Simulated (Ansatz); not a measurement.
# CoSi2 (Fm-3m) in Ansatz: single point with PBE

Aim: the single point of CoSi2 with PBE.

Everything below comes from runs of Ansatz 0.2.0. Logs are shortened: lines on timing, memory, paths and dates and some standing lists are left out, and cuts for length are marked.

**1. The structure**

The structure is cubic, space group Fm-3m (No. 225). The conventional cell has a = 5.356 Å, b = 5.356 Å, c = 5.356 Å, α = 90.00°, β = 90.00°, γ = 90.00°. Around Co (site symmetry m-3m) lie 8 Si at 2.32 Å. Si (site symmetry -43m) is surrounded by 4 Co at 2.32 Å.

**2. Single point, PBE, non-collinear spin, ferromagnetic start**

The input, input.yaml:

```yaml
crystal:
  lattice:
    - [0.0, 2.678, 2.678]
    - [2.678, 0.0, 2.678]
    - [2.678, 2.678, 0.0]
  atoms:
    - { symbol: Co, position: [0.0, 0.0, 0.0], spin: 2.0, spin_axis: [0.707107, 0.707107, 0.0] }
    - { symbol: Si, position: [0.75, 0.75, 0.75] }
    - { symbol: Si, position: [0.25, 0.25, 0.25] }
kpoints:
  mp_grid: { grid: [9, 9, 9] }
scf:
  occupations: { method: fermi_dirac, width: 0.05 }
hamiltonian:
  xc: pbe
  pseudopotentials: { kind: all_electron, lapw: { basis_error: 0.002 } }
magnetization:
  noncollinear: true
output:
  forces: true
  stress: true
  eigenvalues: true
```

Potentials or basis: all-electron LAPW, scalar-relativistic.

Started as:

```sh
$ ansatz run input.yaml --threads 4 --pin off --max-ram 12288MiB --backend cpu --events-out ev --progress --plain --runs-dir out
```

The log of the run:

```text
Warning: RAYON_NUM_THREADS=4 ignored (pool sized by the plan → 4); use --threads N
LAPW: plane waves up to 8.486 Å⁻¹, error target 2.0e-3 eV per atom; small_component_spin mean_spin; Si in spheres of 1.054 Å, 12 of its electrons in bands, Dirac shells []; Co in spheres of 1.265 Å, 17 of its electrons in bands, Dirac shells [] (how accurate: hamiltonian.pseudopotentials.lapw.basis_error, Limitations)
Engine: ansatz 0.2.0, aarch64-unknown-linux-gnu
Pseudopotentials: kind: all_electron
Pseudopotential: Co, LAPW, valence charge 17, lapw/all_electron/scalar/gaussian/Co, Koelling and Harmon's equation, gaussian nucleus
Pseudopotential: Si, LAPW, valence charge 12, lapw/all_electron/scalar/gaussian/Si, Koelling and Harmon's equation, gaussian nucleus
Functional definition: PBE
  parameter kappa = 0.804
  parameter beta = 0.06672455060314922
  exchange = pbe_x(kappa = kappa, mu = beta*pi^2/3)
  correlation = pbe_c(beta = beta)
this run first makes a single point of its starting geometry on two collinear spin channels, or without spin where it has no moments, for its own SCFs to start from. `scf.lower_state_search: off` leaves that single point out
Crystal: 3 atoms, lattice volume = 38.412 Å³
Basis set: ecut = 274.3626627259007 eV, 411 PW (Γ), exchange–correlation at level 2
Bands: 26, of which v1, the nominal top of the filled ones, is band 21 counted from 1 (20 counted from 0)
Symmetry: 48 space group operations
Space group: Fm-3m (ITA 225), of the structure as read, at distance tolerance 3.4e-5 Å
Magnetic group: BNS 225.116 (UNI 1618), of the structure as read, at distance tolerance 3.4e-5 Å
k-points: 35 of 729
Non-local potential: Co, projectors of the file, none
Non-local potential: Si, projectors of the file, none
Initial density: superposition of atomic densities (chi_scale 0.1, normalization cell)
Starting moments: Σ|m| = 2 μB on 1 of 3 sites
Initial wavefunctions: plane waves of lowest kinetic energy (no species holds an atomic orbital)
Functional: x = pbe(κ = 0.804, μ = 0.2195149727645171), c = pbe(β = 0.06672455060314922)
iter 1 solved again at ethr=5.42e-3 eV; its pass at ethr=1.00e-1 eV (dr2=2.22e0 eV) is discarded
SCF iter   1: F=—  HF=-53704.372727 eV  |F-HF|=—  |Δ(HF+E_count)|=         —  Δρ=6.84e-2 (↑3.17e-2 ↓6.84e-2)  dr2=2.22e0  dr2_m=7.03e-1  M=0.207 μB ∫|m|=0.334 μB  β_m=0.30  ethr=5.42e-3  ⟨swp⟩=2.0  Hψ=12195  notcnv=0
Mixer restart at iter 1: flushing history
preconditioner: auto → Kerker (q_TF=auto, 2.758 Å⁻¹)  [metal: Δε(μ)=0.035 eV  Ē_g=9.058 eV  σ=0.050 eV  W_gap=0.17  n_scr=14 (ndim 8)  ℏωp=24.7 eV  f_vac=0.000  D(μ)=1.26/eV (n_scr^D=14)]
spin=Collinear: Kerker preconditioning applied to the charge; magnetization (m = ρ↑ − ρ↓) channel mixes plain (no charge-response kernel on spin).
SCF iter   2: F=—  HF=-53704.071781 eV  |F-HF|=—  |Δ(HF+E_count)|=   3.01e-1  Δρ=4.82e-2 (↑2.59e-2 ↓4.82e-2)  dr2=1.04e0  dr2_m=3.83e-1  M=0.146 μB ∫|m|=0.272 μB  β_m=0.64  ethr=5.41e-3  ⟨swp⟩=2.0  Hψ=5252  notcnv=0
SCF iter   3: F=—  HF=-53704.975363 eV  |F-HF|=—  |Δ(HF+E_count)|=   9.04e-1  Δρ=3.28e-2 (↑2.24e-2 ↓3.28e-2)  dr2=1.96e0  dr2_m=1.18e-2  M=0.013 μB ∫|m|=0.072 μB  β_m=0.46  ethr=2.55e-3  ⟨swp⟩=3.0  Hψ=5446  notcnv=0
iter 4 solved again at ethr=1.34e-4 eV; its pass at ethr=2.55e-3 eV (dr2=5.48e-2 eV) is discarded
SCF iter   4: F=—  HF=-53703.498090 eV  |F-HF|=—  |Δ(HF+E_count)|=    1.48e0  Δρ=5.04e-3 (↑5.04e-3 ↓4.59e-3)  dr2=5.48e-2  dr2_m=2.27e-4  M=-0.002 μB ∫|m|=0.035 μB  β_m=0.73  ethr=1.34e-4  ⟨swp⟩=2.0  Hψ=9381  notcnv=0
SCF iter   5: F=—  HF=-53703.513826 eV  |F-HF|=—  |Δ(HF+E_count)|=         —  Δρ=2.82e-3 (↑2.82e-3 ↓2.71e-3)  dr2=2.16e-2  dr2_m=1.98e-5  M=-0.000 μB ∫|m|=0.012 μB  β_m=0.87  ethr=1.34e-4  ⟨swp⟩=2.0  Hψ=4957  notcnv=0
the basis was enlarged: its passes take 357.3 KiB over the memory plan, 4 of 4 planned eigensolver slots
SCF iter   6: F=—  HF=-53703.514611 eV  |F-HF|=—  |Δ(HF+E_count)|=   7.85e-4  Δρ=1.24e-3 (↑1.24e-3 ↓1.16e-3)  dr2=4.52e-3  dr2_m=1.25e-6  M=-0.000 μB ∫|m|=0.002 μB  β_m=0.93  ethr=5.26e-5  ⟨swp⟩=2.0  Hψ=5119  notcnv=0
SCF iter   7: F=—  HF=-53703.514398 eV  |F-HF|=—  |Δ(HF+E_count)|=   2.12e-4  Δρ=3.36e-4 (↑3.36e-4 ↓2.96e-4)  dr2=2.76e-4  dr2_m=6.28e-7  M=-0.000 μB ∫|m|=0.001 μB  β_m=0.96  ethr=1.10e-5  ⟨swp⟩=2.3  Hψ=4900  notcnv=0
SCF iter   8: F=—  HF=-53703.514474 eV  |F-HF|=—  |Δ(HF+E_count)|=   7.57e-5  Δρ=9.90e-5 (↑9.08e-5 ↓9.90e-5)  dr2=2.06e-5  dr2_m=1.90e-8  M=0.000 μB ∫|m|=0.000 μB  β_m=0.94  ethr=6.74e-7  ⟨swp⟩=3.0  Hψ=5089  notcnv=0
SCF iter   9: F=—  HF=-53703.514483 eV  |F-HF|=—  |Δ(HF+E_count)|=   8.71e-6  Δρ=3.66e-5 (↑3.66e-5 ↓3.01e-5)  dr2=2.72e-6  dr2_m=5.43e-9  M=0.000 μB ∫|m|=0.000 μB  β_m=0.97  ethr=5.03e-8  ⟨swp⟩=3.0  Hψ=5089  notcnv=0
SCF iter  10: F=—  HF=-53703.514483 eV  |F-HF|=—  |Δ(HF+E_count)|=   2.15e-7  Δρ=4.78e-6 (↑4.78e-6 ↓3.44e-6)  dr2=2.65e-8  dr2_m=6.51e-10  M=-0.000 μB ∫|m|=0.000 μB  β_m=0.98  ethr=6.65e-9  ⟨swp⟩=3.0  Hψ=4982  notcnv=0
SCF iter  11: F=—  HF=-53703.514483 eV  |F-HF|=—  |Δ(HF+E_count)|=   1.19e-8  Δρ=1.06e-6 (↑1.06e-6 ↓1.03e-6)  dr2=1.02e-9  dr2_m=3.06e-11  M=-0.000 μB ∫|m|=0.000 μB  β_m=0.99  ethr=6.45e-11  ⟨swp⟩=2.0  Hψ=4860  notcnv=0
SCF iter  12: F=—  HF=-53703.514483 eV  |F-HF|=—  |Δ(HF+E_count)|=  5.24e-10  Δρ=2.36e-7 (↑2.36e-7 ↓2.30e-7)  dr2=5.18e-11  dr2_m=8.74e-13  M=-0.000 μB ∫|m|=0.000 μB  β_m=1.00  ethr=2.48e-12  ⟨swp⟩=3.0  Hψ=5096  notcnv=0
SCF iter  13: F=-53703.514483 eV  HF=-53703.514483 eV  |F-HF|=1.02e-10  |Δ(HF+E_count)|=  4.37e-11  Δρ=1.15e-7 (↑1.08e-7 ↓1.15e-7)  dr2=2.76e-11  dr2_m=1.04e-14  M=-0.000 μB ∫|m|=0.000 μB  ethr=1.89e-12 (applied; sched 1.00e-12)  ⟨swp⟩=2.2  Hψ=4870  notcnv=0
SCF 1 converged in 13 iterations: F = -53703.514483 eV  dr2 = 2.76e-11
this run first made a single point of its starting geometry. This run's own SCFs start from that state's density.
Bands: 50, of which v1, the nominal top of the filled ones, is band 41 counted from 1 (40 counted from 0)
Symmetry: 48 space group operations + 48 with time reversal
Moments: of one size on atoms that these operations exchange, one fixing the others by the rotation that the starting moments gave each, and all in one plane where the starting moments lie in one or along one axis (crystal.symmetry.detect: false holds none)
Initial density: read from a saved state, or passed on in memory by an earlier SCF of this step, an earlier step, the calling program or the single point that the run made first
Stability of the state it starts from, as read at its close in the collinear treatment: not read negative (Ritz values of 1 − χ₀K, real part plus size of imaginary part, from 0.70 to 0.77, by its mixing steps under the symmetry group of the SCF that read it); its run was given moments
Starting moments: Σ|m| = 2 μB on 1 of 3 sites; this step starts from the density that it was given
iter 1 solved again at ethr=5.92e-8 eV; its pass at ethr=1.00e-1 eV (dr2=2.43e-5 eV) is discarded
SCF iter   1: F=—  HF=-53703.514483 eV  |F-HF|=—  |Δ(HF+E_count)|=         —  Δρ=1.91e-7  dr2=1.99e-11  dr2_m=1.12e-14  ethr=5.92e-8  |M|=8.37e-8 ∫|m|=2.66e-7 μB  β_m=0.30  ⟨swp⟩=5.3  Hψ=15937  notcnv=0
the basis was enlarged: its passes take 1009.0 KiB over the memory plan, 4 of 4 planned eigensolver slots
eigensolver tolerance schedule: the retry pair's looser diagonalisation over-reported the residual by 1222930.82 of it (diagonalisation noise at 2.63 of the residual, at the tolerance the schedule requests for it); recorded, not acted on — ethr = c·dr2/N_el stays at c = 1.0e-1
preconditioner: auto → Kerker (q_TF=auto, 2.758 Å⁻¹)  [metal: Δε(μ)=0.039 eV  Ē_g=8.183 eV  σ=0.050 eV  W_gap=0.19  n_scr=14 (ndim 8)  ℏωp=24.7 eV  f_vac=0.016  D(μ)=1.25/eV (n_scr^D=14)]
spin=Noncollinear: Kerker preconditioning applied to the charge; magnetization (m_x, m_y, m_z) channels mix plain (no charge-response kernel on spin).
SCF iter   2: F=-53703.514483 eV  HF=-53703.514483 eV  |F-HF|=1.09e-10  |Δ(HF+E_count)|=   2.96e-8  Δρ=7.23e-8  dr2=2.51e-12  dr2_m=7.26e-15  ethr=5.59e-12 (applied; sched 1.00e-12)  |M|=6.61e-8 ∫|m|=1.51e-7 μB  ⟨swp⟩=4.0  Hψ=6860  notcnv=0
WARN: the starting moments were not kept: the SCF closed with an absolute magnetisation of 1.5e-7 μB, where they sum to 2 μB in size (1 site). That is at most 0.1 of that sum. Measured as dr2_m measures the in/out step, that magnetisation stands 2.6e-15 eV from none, at or under the dr2_threshold of 1.0e-7 eV: it is no larger than a step whose dr2_m would equal this threshold. The system may hold no moment; this SCF shows only that its start led to no more than that. This SCF took its magnetisation from a saved state (the deck's checkpoint.read, a session's seed or a resume), or from the single point or search that the run made first, and not from the starting moments. Where the run's atoms have moved since that state, how it is taken is a key of its own (checkpoint.density_extrapolation: follow_atoms, where typed, takes the whole of its magnetisation to them with its atoms, but for some exceptions; the density_extrapolation keyword of a session's seed is the same key). To be rid of a resumed run's state, run its deck in a fresh run directory. To be rid of the state of a single point that the run made first, give starting moments in the input or, where a deck that gives them still makes one, type scf.lower_state_search: off. To try another start, run it without that state.
SCF 2 converged in 2 iterations: F = -53703.514483 eV  dr2 = 2.51e-12
SCF converged after 2 iterations
Stability not checked: this state was not tested for a lower state beside it, because this non-collinear magnet's GGA is evaluated by the locally collinear projection, under which the energy is not smooth in the magnetisation (locally_collinear_gga; see scf.lower_state_search)
Magnetization: |M| = 0.0000 μB,  M = (-0.0000, -0.0000, +0.0000) μB
Absolute magnetization: 0.0000 μB (∫|m|)
Moment direction: held on its axis by an average over the rotations of spin about it
  site 0: m = (-0.0000, -0.0000, +0.0000) μB, |m| = 0.0000 μB  (R = 1.26 Å)
  site 1: m = (+0.0000, +0.0000, -0.0000) μB, |m| = 0.0000 μB  (R = 1.05 Å)
  site 2: m = (+0.0000, +0.0000, -0.0000) μB, |m| = 0.0000 μB  (R = 1.05 Å)
Free energy (F): -53703.514483 eV
Harris-Foulkes:  -53703.514483 eV  (|F-HF|=1.09e-10)
Internal energy: -53703.504367 eV  (E = F + TS)
E sigma→0 (E₀):  -53703.509425 eV
Entropy (-TS):   -0.010115 eV (-3.372 meV/atom)
Fermi energy:    14.256290 eV
--- Per-component energies (eV) ---
  E_band       = -1641.385294
  E_kinetic    = 54311.329916
  E_xc         = -2764.652373
  E_electrostatic = -105250.181910  (all electrons and nuclei)
  E_smearing   = -0.010115  (= −TS)
  E_closure    = 0.000000  (closes the sum)
  E_atoms      = -53683.003029  (free atoms, spherical and without spin; not in F)
  Σ components = -53703.514483   (vs F -53703.514483, Δ=0.00e0)
  Basis errors (estimates in eV, not in F): energy 8.2e-4 per atom: plane waves 7.4e-4 (4.2e-4 summed), levels above the bands 8.4e-48, relativity 9.3e-9, radial functions 8.7e-5, core shells 4.2e-10; eigenvalues (radial functions only) 2.4e-6; not estimated: angular momenta, meshes, grids; target (lapw.basis_error) 2.0e-3; muffin-tin radii Si 1.054 Å, Co 1.265 Å
--- Forces (eV/Å), atoms counted from 1 ---
  atom   1  Co    -0.00000000    -0.00000000     0.00000000
  atom   2  Si     0.00000000    -0.00000000    -0.00000000
  atom   3  Si    -0.00000000     0.00000000     0.00000000
  max |Σ_I F_I| component: 5.78e-18 eV/Å
--- Stress (GPa, compression-positive) ---
        0.524494       0.000000      -0.000000
        0.000000       0.524494       0.000000
       -0.000000       0.000000       0.524494
  P = ⅓ Tr σ = 0.5245 GPa (5.245 kbar)
--- Band table (eV; the first three rows and the last of 35) ---
  k-point 0: bands = ["-119.9863", "-119.9863", "-119.9847", "-119.9847", "-80.4600", "-80.4600", "-76.0340", "-76.0340", "-76.0340", "-76.0340", "-76.0340", "-76.0340", "-76.0292", "-76.0292", "-76.0292", "-76.0292", "-76.0292", "-76.0292", "-43.7792", "-43.7792", "-43.7792", "-43.7792", "-43.7792", "-43.7792", "1.1478", "1.1478", "10.2022", "10.2022", "10.2022", "10.2022", "10.2022", "10.2022", "12.3840", "12.3840", "12.3840", "12.3840", "15.0340", "15.0340", "17.7144", "17.7144", "17.7144", "17.7144", "17.7144", "17.7144", "17.7189", "17.7189", "17.7189", "17.7189", "17.7189", "17.7189"]
  k-point 1: bands = ["-119.9862", "-119.9862", "-119.9848", "-119.9848", "-80.4600", "-80.4600", "-76.0338", "-76.0338", "-76.0338", "-76.0338", "-76.0338", "-76.0338", "-76.0293", "-76.0293", "-76.0293", "-76.0293", "-76.0293", "-76.0293", "-43.7795", "-43.7795", "-43.7793", "-43.7793", "-43.7793", "-43.7793", "1.3353", "1.3353", "9.7452", "9.7452", "10.2683", "10.2683", "10.2683", "10.2683", "12.3299", "12.3299", "12.3299", "12.3299", "15.0549", "15.0549", "16.0202", "16.0202", "16.7223", "16.7223", "16.7223", "16.7223", "18.6758", "18.6758", "18.6758", "18.6758", "19.5274", "19.5274"]
  k-point 2: bands = ["-119.9861", "-119.9861", "-119.9849", "-119.9849", "-80.4600", "-80.4600", "-76.0334", "-76.0334", "-76.0334", "-76.0334", "-76.0334", "-76.0334", "-76.0297", "-76.0297", "-76.0297", "-76.0297", "-76.0297", "-76.0297", "-43.7803", "-43.7803", "-43.7794", "-43.7794", "-43.7794", "-43.7794", "1.8912", "1.8912", "8.6044", "8.6044", "10.4357", "10.4357", "10.4357", "10.4357", "12.2452", "12.2452", "12.2452", "12.2452", "13.7494", "13.7494", "15.7310", "15.7310", "15.7310", "15.7310", "16.3852", "16.3852", "18.3372", "18.3372", "18.3372", "18.3372", "19.0127", "19.0127"]
  k-point 34: bands = ["-119.9856", "-119.9856", "-119.9854", "-119.9854", "-80.4601", "-80.4601", "-76.0346", "-76.0346", "-76.0343", "-76.0343", "-76.0321", "-76.0321", "-76.0311", "-76.0311", "-76.0287", "-76.0287", "-76.0286", "-76.0286", "-43.7811", "-43.7811", "-43.7808", "-43.7808", "-43.7801", "-43.7801", "5.6092", "5.6092", "6.4179", "6.4179", "8.4332", "8.4332", "8.5755", "8.5755", "11.7854", "11.7854", "12.0438", "12.0438", "12.4487", "12.4487", "12.8860", "12.8860", "13.6177", "13.6177", "17.5020", "17.5020", "18.1730", "18.1730", "19.8989", "19.8989", "21.5660", "21.5660"]
```

Wall time 21 s (4 threads of Arm Neoverse V2, shared host); peak memory 0.65 GiB.

Results:

| Property | Result |
| --- | --- |
| Free energy | -53703.5145 eV |
| Pressure | 0.5 GPa |
| Band gap on the k mesh | none (metal or under the smearing width) |
| Net moment | 0.00 μB per cell |
| Absolute moment | 0.00 μB per cell |

Levels at points of the mesh, in eV from the Fermi level:
| k point | band 39 | band 40 | band 41 | band 42 | band 43 | band 44 | band 45 | band 46 |
| --- | --- | --- | --- | --- | --- | --- | --- | --- |
| (0.00, 0.00, 0.00) | 3.46 | 3.46 | 3.46 | 3.46 | 3.46 | 3.46 | 3.46 | 3.46 |

Moments on the atoms (μB; x, y, z):
```
Co  0.00 0.00 0.00
Si  0.00 0.00 0.00
Si  0.00 0.00 0.00
```

Caveat: the magnetic state may not be the lowest; the starting moments weren't kept.
